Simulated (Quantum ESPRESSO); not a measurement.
The system is NbP.

```xyz
4
Lattice="-1.6749 1.6749 5.7401 1.6749 -1.6749 5.7401 1.6749 1.6749 -5.7401" Properties=species:S:1:pos:R:3 pbc="T T T"
Nb    1.6749    0.0000    2.8687
Nb    0.0000    0.0000    5.7387
P     0.0000    1.6749    3.8200
P     0.0000    0.0000    0.9500
```

The cell is a database's computed one.

Base run:

```yaml
Program: Quantum ESPRESSO 7.5
Functional: LDA
Potentials_or_basis: GBRV 1.5 LDA
Cutoff: 612 eV
Density_cutoff: 4898 eV
k_mesh: 11 × 11 × 11
Occupations: fermi-dirac, width 0.05 eV
Spin: no spin polarisation
```

Its results: band gap on the k mesh none (metal or under the smearing width); pressure -9.6 GPa; largest force 0.015 eV/Å.

Problem. The run is repeated on the same cell with these changes: functional from LDA to PBEsol; potentials or basis from GBRV 1.5 LDA to GBRV 1.5 PBEsol. What comes out?

Solution. Band gap on the k mesh none (metal or under the smearing width); pressure -6.7 GPa; largest force 0.017 eV/Å.

Caveats: some levels on the path didn't converge.
